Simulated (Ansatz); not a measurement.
The geometry is COD entry 9007661, unchecked; take it as a test cell. The listed cell was then made from it by scaling, straining or moving an atom.

An input for MoS2: DFT, PBE, all-electron LAPW, scalar-relativistic (Ansatz 0.2.0).

Command: `ansatz run input.yaml --threads 1 --pin off --max-ram 4096MiB --backend cpu --events-out ev --progress --plain --runs-dir out` The run took 3 min on 1 thread of Intel(R) Xeon(R) Platinum 8375C CPU @ 2.90GHz (Ice Lake) (shared host), peak memory 1 GiB.

```yaml
crystal:
  lattice:
    - [1.6289453675, 0.9404720464, 6.12333]
    - [-1.6289453675, 0.9404720464, 6.12333]
    - [0.0, -1.8809440928, 6.12333]
  atoms:
    - { symbol: Mo, position: [0.0, 0.0, 0.0] }
    - { symbol: S, position: [0.7484, 0.7484, 0.7484] }
    - { symbol: S, position: [0.5849, 0.5849, 0.5849] }
kpoints:
  mp_grid: { grid: [13, 13, 13] }
  band_path:
    path:
      - [0.0, 0.0, 0.0]
      - [0.5, 0.5, 0.5]
      - [0.8176070827, 0.1823929173, 0.5]
      - [0.5, -0.1823929173, 0.1823929173]
      - [0.5, 0.0, 0.0]
      - [0.0, 0.0, 0.0]
      - [0.3411964587, -0.3411964587, 0.0]
      - [0.6588035413, 0.0, 0.3411964587]
      - [0.5, 0.0, 0.5]
    npoints: 5
scf:
  occupations: { method: fermi_dirac, width: 0.05 }
hamiltonian:
  xc: pbe
  pseudopotentials: { kind: all_electron, lapw: { basis_error: 0.0005 } }
output:
  forces: true
  stress: true
  eigenvalues: true
```

Set-up and iterations as logged by Ansatz (the results part is left out, to be predicted):

```
LAPW: plane waves up to 8.619 Å⁻¹, error target 5.0e-4 eV per atom; small_component_spin mean_spin; S in spheres of 1.073 Å, 14 of its electrons in bands, Dirac shells []; Mo in spheres of 1.334 Å, 30 of its electrons in bands, Dirac shells []
Engine: ansatz 0.2.0
Pseudopotentials: kind: all_electron
Pseudopotential: Mo, LAPW, valence charge 30, Koelling and Harmon's equation, gaussian nucleus
Pseudopotential: S, LAPW, valence charge 14, Koelling and Harmon's equation, gaussian nucleus
Functional definition: PBE
  parameter kappa = 0.804
  parameter beta = 0.06672455060314922
  exchange = pbe_x(kappa = kappa, mu = beta*pi^2/3)
  correlation = pbe_c(beta = beta)
Crystal: 3 atoms, lattice volume = 56.285 Å³
Basis set: ecut = 283.0520979954637 eV, 611 PW (Γ), FFT grids on a1−a3, a2−a3, a3, exchange–correlation at level 2
Bands: 35, of which v1, the nominal top of the filled ones, is band 29 counted from 1 (28 counted from 0)
Symmetry: 6 space group operations
Space group: R3m (ITA 160), of the structure as read, at distance tolerance 3.8e-5 Å
k-points: 231 of 2197 (time reversal used)
Non-local potential: Mo, projectors of the file, none
Non-local potential: S, projectors of the file, none
Initial density: superposition of atomic densities (chi_scale 0.1, normalization cell, long waves kept (reshape's long-wave potential 0.14 eV rms))
Initial wavefunctions: plane waves of lowest kinetic energy (no species holds an atomic orbital)
Functional: x = pbe(κ = 0.804, μ = 0.2195149727645171), c = pbe(β = 0.06672455060314922)
iter 1 solved again at ethr=6.32e-3 eV; its pass at ethr=1.00e-1 eV (dr2=3.67e0 eV) is discarded
SCF iter   1: F=—  HF=-131907.279891 eV  |F-HF|=—  |Δ(HF+E_count)|=         —  Δρ=6.64e-2  dr2=3.67e0  ethr=6.32e-3  ⟨swp⟩=2.0  Hψ=53674  notcnv=0
SCF iter   2: F=—  HF=-131906.456113 eV  |F-HF|=—  |Δ(HF+E_count)|=   8.24e-1  Δρ=4.00e-2  dr2=3.11e0  ethr=6.32e-3  ⟨swp⟩=3.0  Hψ=24181  notcnv=0
SCF iter   3: F=—  HF=-131905.829703 eV  |F-HF|=—  |Δ(HF+E_count)|=   6.26e-1  Δρ=1.41e-2  dr2=3.35e-1  ethr=5.36e-3  ⟨swp⟩=3.0  Hψ=22533  notcnv=0
iter 4 solved again at ethr=4.36e-5 eV; its pass at ethr=5.77e-4 eV (dr2=2.53e-2 eV) is discarded
SCF iter   4: F=—  HF=-131905.772741 eV  |F-HF|=—  |Δ(HF+E_count)|=         —  Δρ=4.04e-3  dr2=2.54e-2  ethr=4.36e-5  ⟨swp⟩=2.0  Hψ=41124  notcnv=0
the basis was enlarged: its passes take 10.3 MiB over the memory plan, 1 of 1 planned eigensolver slots
SCF iter   5: F=—  HF=-131905.769282 eV  |F-HF|=—  |Δ(HF+E_count)|=   3.46e-3  Δρ=1.15e-3  dr2=2.16e-3  ethr=4.36e-5  ⟨swp⟩=2.0  Hψ=23154  notcnv=0
SCF iter   6: F=—  HF=-131905.768886 eV  |F-HF|=—  |Δ(HF+E_count)|=   3.96e-4  Δρ=2.10e-4  dr2=5.63e-5  ethr=3.73e-6  ⟨swp⟩=2.0  Hψ=22657  notcnv=0
SCF iter   7: F=—  HF=-131905.768880 eV  |F-HF|=—  |Δ(HF+E_count)|=   6.50e-6  Δρ=6.08e-5  dr2=4.56e-6  ethr=9.70e-8  ⟨swp⟩=2.0  Hψ=22661  notcnv=0
SCF iter   8: F=—  HF=-131905.768880 eV  |F-HF|=—  |Δ(HF+E_count)|=   1.82e-7  Δρ=3.32e-5  dr2=2.62e-6  ethr=7.86e-9  ⟨swp⟩=3.0  Hψ=24254  notcnv=0
SCF iter   9: F=-131905.768879 eV  HF=-131905.768879 eV  |F-HF|=2.34e-8  |Δ(HF+E_count)|=   5.55e-7  Δρ=3.67e-6  dr2=2.08e-8  ethr=4.52e-9  ⟨swp⟩=2.8  Hψ=23017  notcnv=0
```

(1) What pressure will this run report?

(2) How large will the largest force be?

(3) Is there a band gap?

Results:

(1) 0.32 GPa (positive in compression).

(2) 0.636 eV/Å.

(3) 0.30 eV, indirect from T (0.5, 0.5, 0.5) to the line S0 (0.341, -0.341, 0)–S2 (0.659, 0, 0.341) (so small a gap may close at points that the mesh and path miss).
